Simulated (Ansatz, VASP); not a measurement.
**Al in VASP and in Ansatz**

```
CELL_PARAMETERS angstrom
-1.56032 1.56032 1.65487
1.56032 -1.56032 1.65487
1.56032 1.56032 -1.65487
ATOMIC_POSITIONS crystal
Al 0.00000 0.00000 0.00000
```

Change from the starting cell: z stretched by +4 % at fixed volume, crystal datasets.

Alike in both runs: task electric field gradients; functional r2SCAN; k mesh 18 × 18 × 18; occupations fermi-dirac, width 0.08 eV; no spin polarisation.

|  | VASP | Ansatz |
| --- | --- | --- |
| version | VASP 6.6.1 | Ansatz 0.2.0 |
| potentials or method | VASP PAW PBE potentials, release 64 (Al), cutoff 520 eV | all-electron PAW with datasets made for the crystal, scalar-relativistic |

```csv
,VASP,Ansatz,Ansatz less VASP
pressure (GPa),0.1,0.6,+0.43
largest component of the traceless stress (GPa),1.53,1.54,+0.008
Vzz of the field gradient on the site that differs most (V/Å²),0.0,0.2,+0.23
```

Ansatz ran all-electron here, so the differences hold the error of VASP's frozen core and of both bases.

Caveats: the PAW data sets were made with another functional, which shifts forces and pressure a little (VASP).
